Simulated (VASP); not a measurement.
A run of VASP 6.6.1:

The input INCAR:

```
PREC = Accurate
ENCUT = 520
EDIFF = 1E-6
ISMEAR = 1
SIGMA = 0.1
LREAL = F
LASPH = T
NELM = 60
ALGO = Normal
ISIF = 2
LWAVE = F
LCHARG = F
GGA = PE
NBANDS = 11
```

File KPOINTS:

```
regular mesh
0
Gamma
  6 6 6
```

The input POSCAR:

```
BeSe
1.0
    0.0000000000      2.5891968184      2.5891968184
    2.5891968184      0.0000000000      2.5891968184
    2.5891968184      2.5891968184      0.0000000000
Be Se
1 1
Direct
    0.0000000000      0.0000000000      0.0000000000
    0.2500000000      0.2500000000      0.2500000000
```

Potentials or basis: VASP PAW PBE potentials, release 64 (Be, Se).

The run is started by

```bash
$ cat potpaw_PBE.64/Be/POTCAR potpaw_PBE.64/Se/POTCAR > POTCAR
$ mpirun -np 1 vasp_std > vasp.out
```

Hardware: 1 thread of Intel(R) Xeon(R) Platinum 8488C (Sapphire Rapids), with other jobs on the host.

Task: Estimate the wall time of this run.

Result: Run time: 6.3 s on 1 thread of Intel(R) Xeon(R) Platinum 8488C (Sapphire Rapids) (shared host), peak memory 0.15 GiB. Counts: scf iterations 12, k points 16.
